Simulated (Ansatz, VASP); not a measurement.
**PbS in VASP and in Ansatz**

The input INCAR:

```
SYSTEM = PbS
  PREC = Accurate
  ENCUT = 520
  EDIFF = 1E-6
  ISMEAR = -1
  SIGMA = 0.05
  LREAL = .FALSE.
  LASPH = .TRUE.
  NELM = 80
  ALGO = Normal
  ISIF = 2
  LWAVE = .FALSE.
  LCHARG = .FALSE.
  GGA = PE
  NBANDS = 17
```

KPOINTS

```
Automatic mesh
0
G
  8 8 8
  0 0 0
```

File POSCAR:

```
PbS
1.0
    2.0984823409      1.2115593444      3.4287483306
   -2.0984823409      1.2115593444      3.4287483306
    0.0000000000     -2.4231186889      3.4287483306
Pb S
1 1
Direct
    0.9805657800      0.9805657800      0.9805657800
    0.4750355500      0.4750355500      0.4750355500
```

File input.yaml:

```yaml
crystal:
  lattice:
    - [2.0984823409, 1.2115593444, 3.4287483306]
    - [-2.0984823409, 1.2115593444, 3.4287483306]
    - [0.0, -2.4231186889, 3.4287483306]
  atoms:
    - { symbol: Pb, position: [0.98056578, 0.98056578, 0.98056578] }
    - { symbol: S, position: [0.47503555, 0.47503555, 0.47503555] }
kpoints:
  mp_grid: { grid: [8, 8, 8] }
scf:
  occupations: { method: fermi_dirac, width: 0.05 }
hamiltonian:
  xc: pbe
  pseudopotentials: { kind: all_electron, lapw: { basis_error: 0.0005 } }
output:
  forces: true
  stress: true
  eigenvalues: true
```

Change from the starting cell: volume scaled by 0.98.

Alike in both runs: task single point; functional PBE; k mesh 8 × 8 × 8; occupations fermi-dirac, width 0.05 eV; no spin polarisation.

|  | VASP | Ansatz |
| --- | --- | --- |
| version | VASP 6.6.1 | Ansatz 0.2.0 |
| potentials or method | VASP PAW PBE potentials, release 64 (Pb_d, S) | all-electron LAPW, scalar-relativistic |
| plane-wave cutoff (eV) | 520 | see its input |

```tsv
	VASP	Ansatz	Ansatz less VASP
gap on the k mesh at the Fermi level (eV)	0.39	0.38	-0.008
least direct gap on the mesh (eV)	0.39	0.38	-0.008
pressure (GPa)	2.0	2.1	+0.09
rms of the force components (eV/Å)	0.017	0.017	-0.0004
```

Atom by atom the forces differ by 0.000 eV/Å (rms over components). Ansatz ran all-electron here, so the differences hold the error of VASP's frozen core and of both bases.

Caveats: spin-orbit coupling is left out, which as a rule narrows the gap of such compounds by several tenths of an eV.
